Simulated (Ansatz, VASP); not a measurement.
Given: the input of a run of VASP 6.6.1 on Sn.

File INCAR:

```
  PREC = Accurate
  ENCUT = 520
  EDIFF = 1E-7
  ISMEAR = -1
  SIGMA = 0.05
  LREAL = False
  LASPH = True
  NELM = 100
  ALGO = Normal
  ISIF = 2
  LWAVE = False
  LCHARG = False
  GGA = PE
  NBANDS = 21
```

File KPOINTS:

```
Automatic mesh
0
Gamma
  9 9 9
```

Contents of POSCAR:

```
Sn
1.0
   -2.9004039564      2.9004039564      1.5776871502
    2.9004039564     -2.9004039564      1.5776871502
    2.9004039564      2.9004039564     -1.5776871502
Sn
2
Direct
    0.0000000000      0.0000000000      0.0000000000
    0.7500000000      0.2500000000      0.5000000000
```

Potentials or basis: VASP PAW PBE potentials, release 64 (Sn_d).

Command:

```console
$ cat potpaw_PBE.64/Sn_d/POTCAR > POTCAR
$ mpirun -np 1 vasp_std > vasp.out
```

Q: Translate it to Ansatz 0.2.0. Potentials there: Ansatz PAW.

A: As run (the cutoff follows the program's own potentials):

The input input.yaml:

```yaml
crystal:
  lattice:
    - [-2.9004039564, 2.9004039564, 1.5776871502]
    - [2.9004039564, -2.9004039564, 1.5776871502]
    - [2.9004039564, 2.9004039564, -1.5776871502]
  atoms:
    - { symbol: Sn, position: [0.0, 0.0, 0.0] }
    - { symbol: Sn, position: [0.75, 0.25, 0.5] }
hamiltonian:
  xc: pbe
  pseudopotentials: { kind: paw }
kpoints:
  mp_grid: { grid: [9, 9, 9] }
scf:
  occupations: { method: fermi_dirac, width: 0.05 }
output:
  forces: true
  stress: true
  eigenvalues: true
```

Potentials or basis: Ansatz PAW.

Launch:

```sh
$ ansatz run input.yaml --threads 1 --pin off --max-ram 3584MiB --backend cpu --events-out ev --progress --plain --runs-dir out
```

Both were run:

|  | VASP | Ansatz | Ansatz less VASP |
| --- | --- | --- | --- |
| gap on the k mesh at the Fermi level (eV) | none | none | - |
| pressure (GPa) | 3.8 | 3.8 | +0.06 |
| largest component of the traceless stress (GPa) | 0.44 | 0.44 | +0.002 |

A gap of «none» marks a metal or a gap that the smearing closes.
